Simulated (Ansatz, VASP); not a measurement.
# Two plane-wave programs on Y

The input INCAR:

```
SYSTEM = Y
ALGO = Fast
EDIFF = 1E-7
ENCUT = 520
GGA = RE
ISIF = 2
ISMEAR = -1
LASPH = .True.
LCHARG = .True.
LELF = .True.
LREAL = .False.
LVHAR = .True.
LWAVE = .False.
NBANDS = 18
NELM = 100
PREC = Accurate
SIGMA = 0.1
```

File KPOINTS:

```
k-points
0
Gamma
  9 9 9
  0 0 0
```

Contents of POSCAR:

```
Y
1.0
    0.0000000000      3.6718200367      3.6718200367
    3.6718200367      0.0000000000      3.6718200367
    3.6718200367      3.6718200367      0.0000000000
Y
2
Direct
    0.1250000000      0.1250000000      0.1250000000
    0.8750000000      0.8750000000      0.8750000000
```

Input for Ansatz:

```yaml
crystal:
  lattice:
    - [0.0, 3.6718200367, 3.6718200367]
    - [3.6718200367, 0.0, 3.6718200367]
    - [3.6718200367, 3.6718200367, 0.0]
  atoms:
    - { symbol: "Y", position: [0.125, 0.125, 0.125] }
    - { symbol: "Y", position: [0.875, 0.875, 0.875] }
hamiltonian:
  xc: revpbe
  pseudopotentials:
    kind: paw
    azcp:
      "Y": "pseudopotentials/Y.paw.azcp"
basis:
  ecutwfc: 420
  fft_grid_basis: typed
kpoints:
  mp_grid: { grid: [9, 9, 9], shift: [0, 0, 0] }
magnetization:
  spin_polarized: false
scf:
  occupations: { method: fermi_dirac, width: 0.1 }
  lower_state_search: "off"
output:
  stress: true
```

Alike in both runs: task single point; functional revPBE; k mesh 9 × 9 × 9; occupations fermi-dirac, width 0.1 eV; no spin polarisation.

```csv
,VASP,Ansatz
version,VASP 6.6.1,Ansatz 0.2.0
potentials or method,"VASP PAW PBE potentials, release 64 (Y_sv)","plane waves (420 eV) with PAW, scalar-relativistic"
plane-wave cutoff (eV),520,420
valence electrons in the cell,22,22
```

|  | VASP | Ansatz | Ansatz less VASP |
| --- | --- | --- | --- |
| pressure (GPa) | 0.0 | 0.0 | -0.03 |

Caveats: the PAW data sets were made with another functional, which shifts forces and pressure a little (VASP).
